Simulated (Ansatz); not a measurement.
InSe (C2/m), generalised stacking fault

These are results of Ansatz 0.2.0, DFT PBEsol, scalar-relativistic, plane waves, PAW, not measurements. The runs took a 420 eV cutoff, a Γ-centred 6×7×3 mesh and Gaussian smearing (0.05 eV). No spin polarisation. Energies are free energies at this smearing, counted from the undisturbed cell; pressure is positive in compression.

Reference structure (relaxed at this level; this form isn't the usual structure):

```yaml
crystal:
  lattice:
    - [1.60512, 0.00000, -4.27209]
    - [0.00000, 4.11055, 0.00000]
    - [10.14473, 0.00000, 4.26150]
  atoms:
    - { symbol: In, position: [0.85675, 0.00000, 0.38580] }
    - { symbol: In, position: [0.35675, 0.50000, 0.88580] }
    - { symbol: In, position: [0.14325, 0.00000, 0.61420] }
    - { symbol: In, position: [0.64325, 0.50000, 0.11420] }
    - { symbol: Se, position: [0.01723, 0.00000, 0.15472] }
    - { symbol: Se, position: [0.51723, 0.50000, 0.65472] }
    - { symbol: Se, position: [0.98277, 0.00000, 0.84528] }
    - { symbol: Se, position: [0.48277, 0.50000, 0.34528] }
```

The cut lies on the cell's a–b face, a (1 0 0) plane (indices in the standard cell, whose axes needn't be the Cartesian ones shown) of area 18.76 Å², between layers 2.51 Å apart. Vector c is tilted by f times 0·a + 1·b (length 4.111 Å) with the atoms' Cartesian places fixed: one unrelaxed fault a cell.

```
     f  γ (mJ/m²) shear traction, the slope of γ along the slip (GPa) gap on the mesh (eV)
0.0000          0                                                  0.0                  0.82
0.1000         33                                                  1.7                  0.79
0.2000        147                                                  4.0                  0.68
0.3000        361                                                  6.4                  0.24
0.4000        635                                                  6.2                  0.00
0.5000        787                                                  0.1                  0.00
```

By symmetry 0.6000 repeats 0.4000, 0.8000 repeats 0.2000, 0.7000 repeats 0.3000, 0.9000 repeats 0.1000 in energy, with the opposite slope along the path. Where the gap reads zero the k-mesh, chosen for the insulator, is on the coarse side.